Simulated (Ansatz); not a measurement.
`C[CH2][Ge][Cl]` + `C=CCC` → `C[CH2][Ge][CH2]C` + `C=CCl`  (formal exchange of groups at a Ge–Cl bond)

Isolated molecules relaxed with PBE0-D4/def2-TZVP in Ansatz; ΔE leaves out vibrations. CBS: MP2 limit from def2 TZ/QZ plus the TZ coupled-cluster correction, frozen cores. This one scheme is used for every species. For Ge outer-core shells are correlated without core-valence functions, which leaves a few kJ/mol of doubt a bond. Scalar relativity is left out up to krypton. One conformer a species, not always the lowest.

```tsv
species	HF/def2-QZVPP energy (Eh)
`C[CH2][Ge][Cl]`	-2613.64199
`C=CCC`	-156.17576
`C[CH2][Ge][CH2]C`	-2232.72778
`C=CCl`	-537.01240
```

Task: Work out ΔE.

Result: ΔE = (-2232.72778) + (-537.01240) − (-2613.64199) − (-156.17576) = 0.07757 Eh = +48.7 kcal/mol. CCSD(T)/CBS gives +42.9 kcal/mol.

Largest T1 diagnostic among the species: 0.012.

At CCSD(T), def2-SVP lies +2.4 kcal/mol from the extrapolated value and def2-TZVPP −0.9 kcal/mol. From BLYP to BHLYP (50 % exact exchange), in def2-TZVPP and without D4, ΔE moves by +1.9 kcal/mol.
